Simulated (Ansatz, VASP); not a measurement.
# ZnO: VASP beside Ansatz

```
CELL_PARAMETERS angstrom
0.00000 2.16494 2.16494
2.16494 0.00000 2.16494
2.16494 2.16494 0.00000
ATOMIC_POSITIONS crystal
Zn 0.00000 0.00000 0.00000
O 0.50000 0.50000 0.50000
```

Alike in both runs: functional PBE; k mesh 12 × 12 × 12; occupations gaussian, width 0.02 eV; no spin polarisation.

Ansatz relaxed the structure, and its values are those at the end. VASP's run is a single point on that final structure, the one shown.

|  | VASP | Ansatz |
| --- | --- | --- |
| version | VASP 6.6.1 | Ansatz 0.2.0 |
| potentials or method | VASP PAW PBE potentials, release 64 (Zn, O) | scalar-relativistic, plane waves, PAW |
| plane-wave cutoff (eV) | 520 | 420 |
| valence electrons in the cell | 18 | 18 |

VASP gave:

```
gap on the k mesh at the Fermi level (eV) : 0.72
least direct gap on the mesh (eV)         : 1.96
pressure (GPa)                            : 1.0
```

**Question.** Which values does Ansatz return?

**Answer.** gap on the k mesh at the Fermi level (eV): 0.75; least direct gap on the mesh (eV): 1.99; pressure (GPa): 0.0.

A k mesh can miss the band edges. Expect the measured gap to be larger: semilocal functionals such as PBE lack the derivative discontinuity.
